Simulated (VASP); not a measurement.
Here is a VASP 6.6.1 calculation.

File INCAR:

```
SYSTEM = Se
PREC = Accurate ; ENCUT = 520
EDIFF = 1E-6 ; ISMEAR = 0
SIGMA = 0.02 ; LREAL = .False.
LASPH = .True. ; NELM = 80
ALGO = Fast ; ISIF = 2
LWAVE = .False. ; LCHARG = .False.
GGA = PS
```

Contents of KPOINTS:

```
regular mesh
0
Gamma
  9 9 6
  0 0 0
```

The input POSCAR:

```
Se
1.0
    4.5048207000      0.0000000000      0.0000000000
   -2.2524103500      3.9012891700      0.0000000000
    0.0000000000      0.0000000000      4.9787963200
Se
3
Direct
    0.2178929800      0.0000000000      0.3333333300
    0.0000000000      0.2178929800      0.6666666700
    0.7821070200      0.7821070200      0.0000000000
```

Potentials or basis: VASP PAW PBE potentials, release 64 (Se).

The run is started by

```sh
$ cat potpaw_PBE.64/Se/POTCAR > POTCAR
$ mpirun -np 1 vasp_std > vasp.out
```

(1) What does it give for the band gap on the k mesh?

(2) Predict the largest force.

Answers

(1) 1.05 eV, indirect (least direct gap 1.29 eV).

(2) 0.195 eV/Å.

Caveat: the PAW data sets were made with another functional, which shifts forces and pressure a little; an odd mesh through Γ misses points on the zone boundary, where band edges often lie.
